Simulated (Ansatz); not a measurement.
Bulk crystal (Si₂Ni) after relaxation:

```
Si Ni
1.0
     0.00000    2.69570    2.69570
     2.69570    0.00000    2.69570
     2.69570    2.69570    0.00000
Si Ni
2 1
Direct
  0.25000 0.25000 0.25000
  0.75000 0.75000 0.75000
  0.00000 0.00000 0.00000
```

Miller indices refer to the conventional cell of Fm-3m (No. 225), a = 5.391 Å, b = 5.391 Å, c = 5.391 Å, α = 90.00°, β = 90.00°, γ = 90.00°.

The (111) slab of 12 planes, 10.9 Å thick with 15 Å of vacuum as cut; outer planes Si (top) and Si (bottom).

All numbers below come from DFT PBEsol, scalar-relativistic, plane waves, PAW in Ansatz. Settings: cutoff 420 eV, Γ-centred mesh 9×9×1 on the computed 12-atom cell, Gaussian smearing of 0.10 eV; no spin polarisation. A dipole correction removes the field between periodic images along c.

With the atoms at the bulk's places:

| Quantity | Value |
| --- | --- |
| Surface energy (mean of both faces) | 1.27 J/m² |
| Work function | 4.52 eV |

(1) What changes when all atoms relax within this surface cell and its symmetry?

Results:

(1) The energy falls by 0.065 J/m² a face, and the largest move is 0.11 Å.

- Surface energy (mean of both faces): 1.20 J/m²
- Work function: 4.55 eV

```csv
plane (bottom to top),atoms,"spacing to next, bulk (Å)",relaxed (Å),change (%)
1,Si,0.778,0.696,-10.6
2,Ni,0.778,0.725,-6.9
3,Si,1.556,1.571,+1.0
4,Si,0.778,0.779,+0.1
5,Ni,0.778,0.796,+2.3
6,Si,1.556,1.538,-1.2
7,Si,0.778,0.796,+2.3
8,Ni,0.778,0.779,+0.1
9,Si,1.556,1.571,+1.0
10,Si,0.778,0.725,-6.9
11,Ni,0.778,0.696,-10.6
12,Si,,,
```